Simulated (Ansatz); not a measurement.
Wires are cut from relaxed bulk AlRu (Pm-3m, 13.56 Å³/atom, gap on the mesh 0.00 eV); atoms and period are relaxed, and energies count from that bulk.

These are results of DFT PBE, scalar-relativistic, plane waves, PAW in Ansatz, not measurements.

Cutoff 420 eV, Gaussian smearing of 0.05 eV, energies at zero smearing, symmetry of each start kept, no spin polarisation.

| start | atoms | k mesh | excess energy (eV per host atom) | line energy (eV/Å) | period (Å) | gap on the mesh (eV) | highest filled level or Fermi level under vacuum (eV) |
| --- | --- | --- | --- | --- | --- | --- | --- |
| [111] wire, 16 host atoms a period | 16 | 1×1×11 | 1.227 | 3.921 | 5.005 | 0 | 4.39 |
| [111] wire, 24 host atoms a period | 24 | 1×1×11 | 0.924 | 4.405 | 5.034 | 0 | 4.50 |

Each run keeps its start's symmetry and one magnetic start, so lower states can exist.

Cost: 2 runs of about 30 core-minutes in all, on AMD EPYC 7R43 (Zen 3) (shared hosts).